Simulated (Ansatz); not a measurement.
# Does disorder add resistance in series? Ir(111) layers with 12.5 % Nb

Two lengths of the disordered region are known. What area resistance does the third give?

How it was computed: Ansatz 0.2.0, plane waves with PAW datasets at their recommended cutoffs (420 eV for most), Fermi-Dirac smearing; ballistic transmission by layer matching. The area resistance is RA = A (h/2e²)(1/T − 1/N), with T the zone-mean transmission per spin and N the lead's channels, both averaged over a few energies near the Fermi level; for magnets each spin is taken apart, with h/e², and the two conduct in parallel. Lateral cell 2x2, PBE, a fresh random draw for each length.

The runs, with one result withheld:

| length (Å) | channels N | RA (fΩ m²) |
| --- | --- | --- |
| 8.87 | 5.940 | 0.453 |
| 17.7 | 6.007 | 0.609 |
| 26.6 | 5.940 | ? |

**Fit on the rows shown.**

Ohm's law makes RA linear in the length: the slope is (0.609 − 0.453)/(17.7 − 8.87) = 0.0176 fΩ m² per Å, or 18 µΩ cm. Then 0.609 + 0.0176 × 8.87. Predicted: 0.765 fΩ m².

What the run gave:

1.10 fΩ m², so the prediction is 31 % too low. The three lengths together give 37 µΩ cm. Single draws scatter, and the lead's own channel count shifts by 1.1 % between the runs, which moves RA too; these runs don't part the causes of the miss, and leave the question open.

**Limits.** The scatterers repeat sideways with the small cell. The slope is a raw one; a model of isotropic scattering puts it 1.01 times the bulk value over these lengths. Atoms sit unrelaxed on the host's lattice, and the pair may not mix at random in practice. Spin-orbit coupling is left out, which matters for Ir.
